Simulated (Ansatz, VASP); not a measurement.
**BaTe: VASP beside Ansatz**

```
Ba Te
1.0
     4.86113    0.00000    0.00000
    -2.43057    4.20986    0.00000
     0.00000    0.00000    4.44039
Ba Te
1 1
Direct
  0.33333 0.66667 0.50000
  0.00000 0.00000 0.00000
```

Alike in both runs: functional PBE; k mesh 9 × 9 × 6; occupations gaussian, width 0.02 eV; no spin polarisation.

Ansatz relaxed the structure, and its values are those at the end. VASP's run is a single point on that final structure, the one shown.

|  | VASP | Ansatz |
| --- | --- | --- |
| version | VASP 6.6.1 | Ansatz 0.2.0 |
| potentials or method | VASP PAW PBE potentials, release 64 (Ba_sv, Te) | scalar-relativistic, plane waves, PAW |
| plane-wave cutoff (eV) | 520 | 420 |
| valence electrons in the cell | 16 | 26 |

```csv
,VASP,Ansatz,Ansatz less VASP
gap on the k mesh at the Fermi level (eV),1.51,1.56,+0.052
least direct gap on the mesh (eV),1.51,1.56,+0.052
pressure (GPa),-0.4,-0.7,-0.29
```

With one functional, cell and mesh, what is left measures potentials, basis and numerics. The two sets of potentials don't hold the same shells in valence.

Caveats: spin-orbit coupling is left out, which moves the levels of the heavy elements; an odd mesh through Γ misses points on the zone boundary, where band edges often lie. A hybrid or GW would open this gap; PBE tends to underestimate it.
